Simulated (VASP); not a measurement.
# LiF (P6_3mc) in VASP: a series of runs, part 2 of 2

VASP 6.6.1.

## (4) Single point, PBE

INCAR reads:

```
ALGO     = Fast           # electronic algorithm
EDIFF    = 1E-7           # SCF threshold, eV
ENCUT    = 520            # plane-wave cutoff, eV
GGA      = PE             # functional
ISIF     = 2              # what is computed and relaxed
ISMEAR   = 0              # smearing method
LASPH    = T              # aspherical terms in the spheres
LCHARG   = F              # write CHGCAR
LREAL    = F              # projectors in reciprocal space
LWAVE    = F              # write WAVECAR
NBANDS   = 18             # bands
NELM     = 100            # most SCF steps
PREC     = Accurate       # precision mode
SIGMA    = 0.01           # smearing width, eV
```

KPOINTS reads:

```
k-points
0
Gamma
  9 9 4
```

POSCAR reads:

```
LiF
1.0
    3.0810126371      0.0000000000      0.0000000000
   -1.5405063186      2.6682352131      0.0000000000
    0.0000000000      0.0000000000      4.7853429675
Li F
2 2
Direct
    0.3333333333      0.6666666667     -0.0074305300
    0.6666666667      0.3333333333      0.4925694700
    0.3333333333      0.6666666667      0.3824305300
    0.6666666667      0.3333333333      0.8824305300
```

Potentials or basis: VASP PAW PBE potentials, release 64 (Li_sv, F).

On the command line:

```sh
> cat potpaw_PBE.64/Li_sv/POTCAR potpaw_PBE.64/F/POTCAR > POTCAR
> mpirun -np 1 vasp_std > vasp.out
```

OUTCAR:

```text
EDIFF = 1E-7
   ENCUT = 520
   GGA = PE
   ISIF = 2
   ISMEAR = 0
   LASPH = T
   LREAL = F
   NELM = 100
   PREC = Accurate

 ion  position               nearest neighbor table
   1  0.333  0.667  0.993-   4 1.86   4 1.86   4 1.86   3 1.87
   2  0.667  0.333  0.493-   3 1.86   3 1.86   3 1.86   4 1.87
   3  0.333  0.667  0.382-   2 1.86   2 1.86   2 1.86   1 1.87
   4  0.667  0.333  0.882-   1 1.86   1 1.86   1 1.86   2 1.87

  LATTYP: Found a hexagonal cell.
 ALAT       =     3.0810126371
 C/A-ratio  =     1.5531721324

  Lattice vectors:

 A1 = (   3.0810126371,   0.0000000000,   0.0000000000)
 A2 = (  -1.5405063186,   2.6682352131,   0.0000000000)
 A3 = (   0.0000000000,   0.0000000000,   4.7853429675)

Analysis of symmetry for initial positions (statically):
=====================================================================
 Subroutine PRICEL returns:
 Original cell was already a primitive cell.

 Routine SETGRP: Setting up the symmetry group for a
 hexagonal supercell.

 Subroutine GETGRP returns: Found 12 space group operations
 (whereof  6 operations were pure point group operations)
 out of a pool of 24 trial point group operations.

The static configuration has the point symmetry C_3v.
 The point group associated with its full space group is C_6v.

Analysis of symmetry for dynamics (positions and initial velocities):
=====================================================================
 Subroutine PRICEL returns:
 Original cell was already a primitive cell.

 Routine SETGRP: Setting up the symmetry group for a
 hexagonal supercell.

 Subroutine GETGRP returns: Found 12 space group operations
 (whereof  6 operations were pure point group operations)
 out of a pool of 24 trial point group operations.

The dynamic configuration has the point symmetry C_3v.
 The point group associated with its full space group is C_6v.

 Subroutine INISYM returns: Found 12 space group operations
 (whereof  6 operations are pure point group operations),
 and found     1 'primitive' translations

----------------------------------------------------------------------------------------

                                     Primitive cell

  volume of cell :      39.3397

  direct lattice vectors                    reciprocal lattice vectors
     3.081012637  0.000000000  0.000000000     0.324568614  0.187389776  0.000000000
    -1.540506319  2.668235213  0.000000000     0.000000000  0.374779553  0.000000000
     0.000000000  0.000000000  4.785342968     0.000000000  0.000000000  0.208971438

  length of vectors
     3.081012637  3.081012637  4.785342968     0.374779553  0.374779553  0.208971438

  position of ions in fractional coordinates (direct lattice)
     0.333333333  0.666666667  0.992569470
     0.666666667  0.333333333  0.492569470
     0.333333333  0.666666667  0.382430530
     0.666666667  0.333333333  0.882430530

  ion indices of the primitive-cell ions
   primitive index   ion index
                 1           1
                 2           2
                 3           3
                 4           4

----------------------------------------------------------------------------------------

 KPOINTS: k-points

Automatic generation of k-mesh.
 Grid dimensions read from file:
[... 24 lines left out ...]
  0.222222  0.000000  0.000000      6.000000
  0.333333  0.000000  0.000000      6.000000
  0.444444  0.000000  0.000000      6.000000
  0.111111  0.111111  0.000000      6.000000
[... 16 lines left out ...]
  0.333333  0.222222  0.250000     24.000000
  0.333333  0.333333  0.250000      4.000000
 [... further k-points ...]
   k-points           NKPTS =     36   k-points in BZ     NKDIM =     36   number of bands    NBANDS=     18
   number of dos      NEDOS =    301   number of ions     NIONS =      4
   total plane-waves  NPLWV =  20736
   dimension x,y,z NGX =    24 NGY =   24 NGZ =   36
   dimension x,y,z NGXF=    48 NGYF=   48 NGZF=   72
   ions per type =               2   2
   NGX,Y,Z   is equivalent  to a cutoff of  12.95, 12.95, 12.51 a.u.
   NGXF,Y,Z  is equivalent  to a cutoff of  25.90, 25.90, 25.01 a.u.
 SYSTEM =  unknown system
   PREC   = accura    normal or accurate (medium, high low for compatibility)
   ISTART =      0    job   : 0-new  1-cont  2-samecut
   ICHARG =      2    charge: 1-file 2-atom 10-const
   ISPIN  =      1    spin polarized calculation?
   LNONCOLLINEAR =      F non collinear calculations
   LSORBIT =      F    spin-orbit coupling
   LASPH  =      T    aspherical Exc in radial PAW
   ENCUT  =  520.0 eV  38.22 Ry    6.18 a.u.   5.73  5.73  8.90*2*pi/ulx,y,z
   NELM   =    100;   NELMIN=  2; NELMDL= -5     # of ELM steps
   EDIFF  = 0.1E-06   stopping-criterion for ELM
   LREAL  =      F    real-space projection
   EDIFFG = 0.1E-05   stopping-criterion for IOM
   NSW    =      0    number of steps for IOM
   IBRION =     -1    ionic relax: 0-MD 1-quasi-New 2-CG
   NFREE  =      0    steps in history (QN), initial steepest desc. (CG)
   ISIF   =      2    stress and relaxation
   ISYM   =      2    0-nonsym 1-usesym 2-fastsym
   POTIM  = 0.5000    time-step for ionic-motion
   TEBEG  =    0.0;   TEEND  =   0.0 temperature during run
   PSTRESS=    0.0 pullay stress
   NELECT =      20.0000    total number of electrons
   NUPDOWN=      -1.0000    fix difference up-down
   EMIN   =  10.00;   EMAX   =-10.00  energy-range for DOS
   EFERMI =   0.00;   METHOD = LEGACY
   ISMEAR =     0;   SIGMA  =   0.01  broadening in eV -4-tet -1-fermi 0-gaus
   EFERMI_NEDOS =   21; number of points for ismear=-14 and -15
   IALGO  =     68    algorithm
   IMIX   =      4    mixing-type and parameters
     AMIX     =   0.40;   BMIX     =  1.00
     AMIX_MAG =   1.60;   BMIX_MAG =  1.00
  volume/ion in A,a.u.               =       9.83        66.37
  Fermi-wavevector in a.u.,A,eV,Ry     =   1.306596  2.469108 23.227767  1.707193
  Thomas-Fermi vector in A             =   2.437387
   LORBIT       =      0    0 simple, 1 ext, 2 COOP (PROOUT), +10 PAW based schemes
   GGA     = PE    functional components
   LHFCALC =     F    Hartree Fock is set to
   AEXX    =    0.0000 exact exchange contribution
   IVDW    =     0    specifies the selected vdW correction
   LEPSILON=     F    determine dielectric tensor
   LRPA    =     F    only Hartree local field effects (RPA)
 non-spin polarized calculation
 RMM-DIIS sequential band-by-band and
 Gauss-broadening in eV      SIGMA  =   0.01
  energy-cutoff  :      520.00
  volume of cell :       39.34
 maximum number of plane-waves:      1085
 NGX is ok and might be reduce to    24
   NGX = 11   NGY = 11   NGZ = 17

 number of electron      20.0000014 magnetization

 Free energy of the ion-electron system (eV)
  ---------------------------------------------------
  ext. energy  EPLUGINS =         0.00000000
  ---------------------------------------------------
  free energy    TOTEN  =       -19.27825709 eV

  energy without entropy =      -19.27825709  energy(sigma->0) =      -19.27825709

 E-fermi :  -2.3539     XC(G=0):  -8.8754

 val. band max:       -2.4014473041   @ k =   0.0000   0.0000   0.0000
 cond. band min:       5.4371779853   @ k =   0.0000   0.0000   0.0000
 fundamental gap:      7.8386252894
 Fermi energy:        -2.3539145561

 k-point     1 :       0.0000    0.0000    0.0000
  band No.  band energies     occupation
      1     -42.8393      2.00000
      2     -42.7959      2.00000
      3     -21.8811      2.00000
      4     -21.6300      2.00000
      5      -4.6198      2.00000
      6      -2.9174      2.00000
[... 481 lines left out ...]
      5      -4.3653      2.00000
      6      -3.6960      2.00000
[... 10 lines left out ...]
     17      16.8859      0.00000
     18      18.8478      0.00000

 [... further k-points ...]

------------------------ aborting loop because EDIFF is reached ----------------------------------------

  FORCE on cell =-STRESS in cart. coord.  units (eV):
  Direction    XX          YY          ZZ          XY          YZ          ZX
  --------------------------------------------------------------------------------------
  -------------------------------------------------------------------------------------
  Total        0.6919813      0.6919813      0.7075272     -0.0000000      0.0000000      0.0000000
  in kB       28.1821601     28.1821601     28.8152932     -0.0000000      0.0000000      0.0000000
  external PRESSURE =      28.3932045 kB  Pullay stress =       0.0000000 kB

 VOLUME and BASIS-vectors are now :
 -----------------------------------------------------------------------------
  energy-cutoff  :      520.00
  volume of cell :       39.34
      direct lattice vectors                 reciprocal lattice vectors
     3.081012637  0.000000000  0.000000000     0.324568614  0.187389776  0.000000000
    -1.540506319  2.668235213  0.000000000     0.000000000  0.374779553  0.000000000
     0.000000000  0.000000000  4.785342968     0.000000000  0.000000000  0.208971438

 POSITION                                       TOTAL-FORCE (eV/Angst)
 -----------------------------------------------------------------------------------
     -0.00000      1.77882      4.74979        -0.000000      0.000000     -0.002959
      1.54051      0.88941      2.35711        -0.000000     -0.000000     -0.002959
     -0.00000      1.77882      1.83006         0.000000     -0.000000      0.002959
      1.54051      0.88941      4.22273        -0.000000     -0.000000      0.002959
 -----------------------------------------------------------------------------------
    total drift:                               -0.000001     -0.000001      0.005203

  FREE ENERGIE OF THE ION-ELECTRON SYSTEM (eV)
  ---------------------------------------------------
  free  energy   TOTEN  =       -19.2782570868 eV

  energy  without entropy=      -19.2782570868  energy(sigma->0) =      -19.27825709
```

It took 18 s on 1 thread of Intel Xeon 6975P-C (Granite Rapids), shared host; peak memory 0.15 GiB.

Results:

```yaml
Free_energy: -19.2783 eV
Band_gap_on_the_k_mesh: 7.84 eV, direct
```

Forces on the atoms (eV/Å):
```
Li   0.000  0.000 -0.003
Li   0.000  0.000 -0.003
F    0.000  0.000  0.003
F    0.000  0.000  0.003
```

Caveat: the cutoff is under 1.25 times the usual one of these potentials, so pressure, stress and relaxed cells hold a basis-set (Pulay) error; an odd mesh through Γ misses points on the zone boundary, where band edges often lie.
